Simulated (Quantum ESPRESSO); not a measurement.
Crystal: PbS (Galena).

```
CELL_PARAMETERS angstrom
0.00000 2.96575 2.96575
2.96575 0.00000 2.96575
2.96575 2.96575 0.00000
ATOMIC_POSITIONS crystal
Pb 0.00000 0.00000 0.00000
S 0.50000 0.50000 0.50000
```

Base run:

| Quantity | Value |
| --- | --- |
| Program | Quantum ESPRESSO 7.5 |
| Functional | BLYP |
| Potentials or basis | PseudoDojo 0.4.1 SR PBE standard |
| Cutoff | 762 eV |
| Density cutoff | 3048 eV |
| k mesh | 8 × 8 × 8, shifted |
| Occupations | fermi-dirac, width 0.05 eV |
| Spin | no spin polarisation |

Its results: pressure 6.1 GPa; electronic dielectric tensor (diagonal) 15.72.

Question: The run is repeated on the same cell with these changes: functional from BLYP to WC. What comes out?

Answer: Pressure -0.7 GPa; electronic dielectric tensor (diagonal) 17.75.

WC binds more tightly than BLYP, so the same cell stands under less pressure.

Caveats: the potentials were made for another functional, which shifts forces and pressure; the cell is more than 3 GPa from zero pressure, which shifts response properties (some runs).

Not every run made on this cell is shown here.
